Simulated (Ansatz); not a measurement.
Take a crystal in which Hg has been replaced by Mg on all its sites, with the cell rescaled by a rough guess (in some cases also distorted within its space group) and nothing relaxed:

```cif
data_structure
_symmetry_space_group_name_H-M 'P 1'
_symmetry_Int_Tables_number 1
_cell_length_a 3.0814
_cell_length_b 3.0814
_cell_length_c 3.0814
_cell_angle_alpha 70.517
_cell_angle_beta 70.517
_cell_angle_gamma 70.517
_cell_volume 25.18
loop_
_atom_site_label
_atom_site_type_symbol
_atom_site_fract_x
_atom_site_fract_y
_atom_site_fract_z
_atom_site_occupancy
Mg1 Mg 0.00000 0.00000 0.00000 1
```

These are results of DFT PBEsol, scalar-relativistic, plane waves, PAW (Ansatz), not measurements.

Settings: cutoff 420 eV, Γ-centred mesh 15×15×15 on the computed 1-atom cell, Gaussian smearing of 0.10 eV; no spin polarisation.

Task: Will this cell want to expand or contract, and how hard?

Result: The pressure is -1.5 GPa (positive in compression), so the cell would contract.

Task: Is it a metal on this mesh?

Result: Yes, a band crosses the Fermi level.

This form isn't the element's structure at ambient conditions.